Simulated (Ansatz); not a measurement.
BN: ideal shear of a crystal plane

The calculation used DFT PBE, scalar-relativistic, plane waves, PAW in Ansatz 0.2.0. Cutoff 420 eV, Γ-centred 10×10×2 k-points, Gaussian smearing of 0.05 eV. No spin polarisation. Energies are free energies at this smearing, counted from the undisturbed cell; pressure is positive in compression.

Zero of the scan (relaxed at this level; this wurtzite form isn't the usual structure):

```
CELL_PARAMETERS angstrom
-2.55458 0.00000 0.00000
-1.27729 -2.21233 0.00000
0.00000 0.00000 12.67354
ATOMIC_POSITIONS crystal
B 0.66667 0.66667 0.06242
B 0.66667 0.66667 0.39575
B 0.66667 0.66667 0.72909
B 0.33333 0.33333 0.89575
B 0.33333 0.33333 0.22909
B 0.33333 0.33333 0.56242
N 0.66667 0.66667 0.93755
N 0.66667 0.66667 0.27088
N 0.66667 0.66667 0.60421
N 0.33333 0.33333 0.77088
N 0.33333 0.33333 0.10421
N 0.33333 0.33333 0.43755
```

The cut lies on the cell's a–b face, a (0 0 1) plane (indices in the standard cell, whose axes needn't be the Cartesian ones shown) of area 5.65 Å², between layers 1.58 Å apart. Vector c is tilted by f times 1·a + 1·b (length 4.425 Å) with the atoms' Cartesian places fixed: one unrelaxed fault a cell. The traction is dγ/du, the slope of γ against the slip u in Å.

| f | γ (mJ/m²) | traction (GPa) |
| --- | --- | --- |
| 0.0000 | 0 | 0.0 |
| 0.0833 | 1152 | 63.0 |
| 0.1667 | 4516 | 114.2 |
| 0.2500 | 8863 | 106.6 |
| 0.3333 | 11001 | 0.0 |
| 0.4167 | 9637 | -56.4 |
| 0.5000 | 7797 | -36.2 |
| 0.5833 | 7157 | -0.4 |
| 0.6667 | 7329 | 0.0 |
| 0.7500 | 6440 | -53.2 |
| 0.8333 | 3738 | -82.9 |
| 0.9167 | 1055 | -55.1 |

Problem. Read off the first barrier and the stress needed to climb it, and compare with Frenkel's sinusoid.

Solution. The first sampled maximum lies at f = 0.333, a slip of 1.47 Å, with γ ≈ 11001 mJ/m², which stands in for the unstable fault energy γ_us, and the steepest sampled slope before it is 114.2 GPa. A sinusoid γ = γ_us sin²(πu/λ) with its maximum there has λ = 2.95 Å and a largest slope πγ_us/λ = 117.2 GPa (1 mJ/m² per Å = 0.01 GPa). The stand-in is too high: a rotation axis of order three or more passes through this point, so the curvature is the same in every direction of the plane and the point is a peak of the γ-surface, which slip goes round.

Problem. Is there a metastable fault on this line?

Solution. The samples dip to a local minimum of 7157 mJ/m² at f = 0.583. It lies off the rotation axes, between two maxima that lie on them, so it is most likely the pass between two peaks of the γ-surface: a saddle for slip across the line, a better estimate of γ_us, and no metastable fault.

The cut is rigid; relaxing the faces lowers these energies and usually the stresses.

Cost: 12 runs of about 3 core-minutes in all, on Intel Xeon Platinum 8259CL (Skylake/Cascade Lake) (shared hosts).